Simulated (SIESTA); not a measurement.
**Ta2C under changes of volume**

One of the cells (13.774 Å³/atom); the others are scaled copies at fixed shape and fractional positions:

```xyz
3
Lattice="3.1059 0.0000 0.0000 -1.5530 2.6898 0.0000 0.0000 0.0000 4.9464" Properties=species:S:1:pos:R:3 pbc="T T T"
Ta    1.5530    0.8966    3.6999
Ta    0.0000    1.7932    1.2465
C     0.0000    0.0000    0.0000
```

```yaml
Program: SIESTA 5.4.2
Functional: PBEsol
Potentials_or_basis: PseudoDojo 0.4 standard (PBEsol files)
Basis: DZP (energy shift 0.003 Ry; two zetas on semicore shells)
Grid_cutoff: 800 Ry
Energy_shift: 0.003 Ry
k_mesh: 10 × 10 × 6
Occupations: fermi-dirac, width 0.05 eV
Spin: no spin polarisation
```

```csv
volume (Å³/atom),energy over the lowest point (meV/atom),pressure (GPa),largest force (eV/Å)
12.948,?,?,?
13.223,15.21,11.0,0.779
13.499,2.18,4.3,0.591
13.774,0.00,-1.6,0.408
14.050,7.48,-6.9,0.225
14.325,23.79,-11.9,0.070
14.601,48.12,-16.3,0.076
```

Q: What does the run at 12.948 Å³/atom give?

A: Energy over the lowest point 40.37 meV/atom; pressure 18.4 GPa; largest force 1.006 eV/Å.

Worked out: A Birch-Murnaghan fit of order 3 (a polynomial in V^(-2/3)) to the other rows has its minimum at 13.70 Å³/atom with B0 = V·E''(V) = 289 GPa and B' = 4.0 at fixed shape and positions, which overstates the stiffness. It gives 40.05 meV/atom at 12.948 Å³/atom, against the run's 40.37, and -dE/dV = 18.2 GPa, against 18.4.

Energies are extrapolated to zero smearing.

Caveats: short orbitals over semicore shells can move pressures by several GPa; the basis of atomic orbitals isn't converged, which shifts pressures, moduli and gaps; forces of over 1 eV/Å show positions far from the minimum, so gaps and moduli don't describe the material at rest (some runs).
